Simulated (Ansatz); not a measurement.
Theory: DFT PBE, scalar-relativistic, plane waves, PAW (Ansatz). All cells share a 420 eV cutoff and Γ-centred k meshes spaced at most about 0.3 Å⁻¹ (about 0.25 or finer for metals, 2π included). No spin polarisation.

All energies are static (0 K, no zero-point motion).

Question: Order these relaxed structures of Sc₃H by energy, lowest first, with the energy over the lowest of them.
1.

Space group Pm-3m (No. 221). a = 4.341 Å, b = 4.341 Å, c = 4.341 Å, α = 90.00°, β = 90.00°, γ = 90.00°
```
atom  site  symmetry       x       y       z
  Sc    3c    4/mm.m  0.0000  0.5000  0.5000
   H    1a      m-3m  0.0000  0.0000  0.0000
```

2.

Space group I4/mmm (No. 139). a = 4.020 Å, b = 4.020 Å, c = 10.108 Å, α = 90.00°, β = 90.00°, γ = 90.00°
| atom | site | symmetry | x | y | z |
| --- | --- | --- | --- | --- | --- |
| Sc | 2b | 4/mmm | 0.5000 | 0.5000 | 0.0000 |
| Sc | 4d | -4m2 | 0.5000 | 0.0000 | 0.2500 |
| H | 2a | 4/mmm | 0.0000 | 0.0000 | 0.0000 |

3.

Space group Fd-3m:1 (No. 227). a = 8.766 Å, b = 8.766 Å, c = 8.766 Å, α = 90.00°, β = 90.00°, γ = 90.00°
| atom | site | symmetry | x | y | z |
| --- | --- | --- | --- | --- | --- |
| Sc | 16d | .-3m | 0.3750 | 0.6250 | 0.3750 |
| Sc | 8a | -43m | 0.5000 | 0.0000 | 0.5000 |
| H | 8b | -43m | 0.2500 | 0.7500 | 0.2500 |

Answer: 3 (0 meV/atom), 2 (619 meV/atom), 1 (690 meV/atom). Forms: cell 3 Fd-3m; cell 2 TiAl3 (D0_22) type, I4/mmm; cell 1 Cu3Au (L1_2) type, Pm-3m. Counting Sc atoms around H (those within 1.25 times the shortest such distance or 1.15 times the sum of covalent radii; a plus sign parts nearer from farther groups; the shortest distance is added where it is long for a bond): cell 3 has H 4; cell 2 has H 4+8; cell 1 has H 12 from 3.1 Å. All come from invented guesses.

With hydrogen, zero-point motion can shift such differences by 10 meV/atom or more. Cells relaxed within their symmetry can be saddle points. Some candidate types were left out of the draw beforehand, so a known form may be missing.
